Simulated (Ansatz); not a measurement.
# Na_i (void) in GaN (P6_3mc): charge-transition levels and formation energies, part 2 of 2

Aim: at which Fermi levels does Na_i (void) in GaN (P6_3mc) change its charge? The model is a cell of 72 host atoms with 1 Na put in.

Ansatz; place-levels on r2SCAN runs: charge-transition levels and formation energies with image-charge correction and potential alignment at the atomic sites; PAW set soft_1.

So far: Set-up; Charge states.

## 3. place-levels, r2SCAN

A charged cell interacts with its images and the background, and its potential has another zero than the host's. place-levels removes the first by a point-charge model, screened by the static dielectric constant since the ions have relaxed around the charge, and the second by comparing potentials at atoms far from the defect.

The host is a run of the defect-free crystal in the same cutoffs, grids and k-points, so that basis and sampling errors cancel in part in the differences. The host is run in a cell of 4 atoms on a matching mesh. Its band edges are searched through the zone by a band path, so the gap is smaller than, or equal to, that on the mesh. Chemical potentials are energies per atom of Na (bcc), run with the same functional and cutoff.

Contents of levels.point.yaml:

```yaml
host:
  run: host.point.run
states: [q0_M1.point.run, qp1.point.run]
geometry_from:
  q0_M1.point.run: q0_M1.relax.run
  qp1.point.run: qp1.relax.run
  host.point.run: host.relax.run
chemical_potentials:
  Na:
    energy: -1488.616329
    dataset: <sha256 of the dataset>
epsilon: [5.83, 5.83, 6.02]
static_epsilon: [10.1, 10.1, 11.19]
vertical:
  - { from: qp1.point.run, to: qp1.point_neutral.run }
```

Command:

```sh
> ansatz place-levels levels.point.yaml -- --threads 4 --pin off --max-ram 15073MiB
```

The program printed:

```text
[... repeated set-up lines and file paths are left out, and long positions are rounded to six places ...]
(+1/0) 2.372 eV above the valence edge (+3.291 eV without the band-filling correction), in the conduction band
formation energy of charge +1: +1.904 eV with the Fermi level at the valence edge
formation energy of charge 0: +4.276 eV with the Fermi level at the valence edge
vertical +1 to 0: no energy, since no alignment is typed
  the change from vertical[0].from (qp1.point.run) to vertical[0].to (qp1.point_neutral.run): by its potential at epsilon [5.83, 5.83, 6.02] it stands at 0.710 0.622 0.051, with an rms radius of about 6.2 Å (3.5 3.5 3.8 Å across the planes of the cell's [...]
  edges by r2scan, gap 2.352 eV; the host is sampled to repeats of 19.10 Å
  the defect's cells are sampled to repeats of 19.10 Å, like sampling
  charge +1: -151846.2569 eV with its correction of +0.360 eV, at epsilon [10.1, 10.1, 11.19], aligned at sites: +0.1500 eV, mean over 36 atomic sites at or beyond 4.77 Å from the defect at [0.6667, 0.6667, 0.0938], with -0.000000 for the charge's moments and [...]
  charge 0: +0.000 eV for its dipole among its images, +0.002 omitted
  of states[1] (qp1.point.run): it parts from the run at its places by a charge that spreads by about 3.5 Å along one vector (1.4 Å or more is wide), by its potential at epsilon [5.83, 5.83, 6.02], taken for that of held ions (one typed too small widens it), [...]
  of states[0] (q0_M1.point.run): a band-filling correction moves a carrier to the host's band edge, which changes its energy by -0.919 eV; [...]
  of vertical[0].from (qp1.point.run): its displacements don't fall off away from the defect: farther atoms stand 0.014 Å off the host's places. [...]
  of vertical[0].to (qp1.point_neutral.run): its displacements don't fall off away from the defect: farther atoms stand 0.014 Å off the host's places. [...]
```

Elapsed: 0.2 s, on 4 threads of Arm Neoverse V2, shared host.

Levels between the charges placed, in eV above the valence top:

```
        gap (eV)  (+1/0)
r2SCAN      2.35    2.37
```

Corrections by state:

```
charge  moment (μB)  image terms and alignment (eV)  band filling (eV)                                  ε used  over the lowest of its charge, as the program ranks them, band filling apart (eV)
    +1          0.0                           0.360                  -  principal values (10.10, 10.10, 11.19)                                                                              0.000
     0          1.0                           0.000             -0.919                                       -                                                                              0.000
```

The charged structures listed were also run neutral, and place-levels reads from each pair, by the potential or the spins, how wide the charge is by which they differ; that can be the carrier of either run.

```csv
charge,rms radius (Å),spread where it is widest against the cell (Å),wide from (Å),reading
+1,6.2,3.46,1.43,wide
```

The neutral runs of these pairs need not share the spin of the lowest neutral state, and very wide values only mean spread over the cell.

From the program's caveats on the states, each cut to its opening words:

- charge +1: it parts from the run at its places by a charge that spreads by about 3.5 Å along one vector (1.4 Å or more is wide), by its potential at epsilon [5.83, 5.83, [...]
- charge +1: its displacements don't fall off away from the defect: farther atoms stand 0.014 Å off the host's places
- charge 0 (1 μB): a band-filling correction moves a carrier to the host's band edge, which changes its energy by -0.919 eV
- charge 0 (1 μB): its alignment with the host at atomic sites is doubtful: the mean over the far sites moves by -0.0555 eV from their farther parts to their nearer, more than [...]
- charge 0 (1 μB): its displacements don't fall off away from the defect: farther atoms stand 0.016 Å off the host's places
- charge 0 (1 μB): its moments are held at its close (magnetization.spin_locking), by a field of 0.279 eV a Bohr magneton, and its energy and levels are of the state that this [...]
- charge 0 (1 μB): flagged: stability check not made

Formation energies (eV), elemental references (Δμ(Na) = 0.00 eV):

| charge | Fermi level at the valence top | at the conduction bottom |
| --- | --- | --- |
| +1 | 1.90 | 4.26 |
| 0 | 4.28 | 4.28 |

## 4. The same at the relaxations' own k-points

The relaxations' own energies give the levels at their sampling, for comparison.

Contents of levels.relax_mesh.yaml:

```yaml
host:
  run: host.relax.run
states: [q0_M1.relax.run, qp1.relax.run]
chemical_potentials:
  Na:
    energy: -1488.616329
    dataset: <sha256 of the dataset>
```

Command:

```sh
> ansatz place-levels levels.relax_mesh.yaml -- --threads 4 --pin off --max-ram 15073MiB
```

The program printed:

```text
[...]
formation energy of charge +1: +1.887 eV with the Fermi level at the valence edge
formation energy of charge 0: +4.272 eV with the Fermi level at the valence edge
  edges by r2scan, gap 2.361 eV; the host is sampled to repeats of 14.10 Å
[... the lines on each state left out ...]
```

Wall time 0.08 s (4 threads).

Levels between neighbouring charges, in eV above the valence top:

|  | gap (eV) | (+1/0) |
| --- | --- | --- |
| one point at (¼, ¼, ¼) | 2.36 | 2.38 |
| a 2×2×2 shifted mesh | 2.35 | 2.37 |

Going from one point at (¼, ¼, ¼) to a 2×2×2 shifted mesh moves formation energies against the elements by up to 0.02 eV; band-filling terms, which differ between samplings, are in these energies.

## 5. What came out

```
gap of the host                                                             : 2.35 eV (r2SCAN)
level (plus 1/0)                                                            : 2.37 eV above the valence top, past the conduction bottom (3.29 eV above the valence top without the band-filling term)
lowest of the charges placed, just above the valence top (0.02 eV)          : +1
lowest of the charges placed, just below the conduction bottom (0.02 eV)    : +1
lowest formation energy at mid-gap of the charges run, elemental references : 3.08 eV
```

Of the charges placed (0 and +1), +1 is the lowest from 0.02 eV above the valence top to 0.02 eV below the conduction bottom, a gap of 2.35 eV. Charges above +1 and below 0 were not placed, so these runs say nothing of levels that involve them. States placed: +1 at 0 μB; 0 at 1 μB. Other spin states or structures, where not listed, weren't placed. The program finds carriers beyond a band edge of the host and adds a band-filling term at charge 0 (-0.92 eV); steps to such a charge show no bound level, and a defect level inside a band would be read the same way. Na is taken at its element; compounds, which aren't counted here, bound the chemical potentials and would shift these formation energies. Going from one point at (¼, ¼, ¼) to a 2×2×2 shifted mesh moves formation energies against the elements by up to 0.02 eV; band-filling terms, which differ between samplings, are in these energies. The program doubts the alignment of potentials for at least one state, a sign that the cell is small. What this leaves open: r2SCAN makes the gap too small and tends to spread out bound carriers; where a gas molecule sets a chemical potential or the host's formation energy, its binding is uncorrected.

Computed beside measured:

| quantity | measured | r2SCAN |
| --- | --- | --- |
| band gap (least gap of the host) (eV) | 3.51 | 2.35 (-1.16 eV) |

Measured values from arxiv:1708.04036 (2017).

How well it matches: The band gap is off by -1.16 eV: a clear miss. Local and semilocal functionals usually give gaps below the measured ones. Zero-point and thermal motion shift the measured gap.

[Logs are printed without paths, hosts, clocks, repeated set-up lines and the standing remarks that a program may print on its own settings, such as how far it seeks lower states.]

[Hosts, paths, dates, database ids (printed as entryN), source tags and the programs' standing remarks are cut or masked in the printed files.]

[Where a table of states has a column of steps, it counts the stored structures, which are thinned; the runs took as many ionic steps or more.]

[A defect's name tells the site on which it was built; relaxed atoms can leave that site.]

[For some hosts the program warned that the k-mesh of the response run may be too coarse for force constants and the static dielectric constant; such warnings are not shown here.]
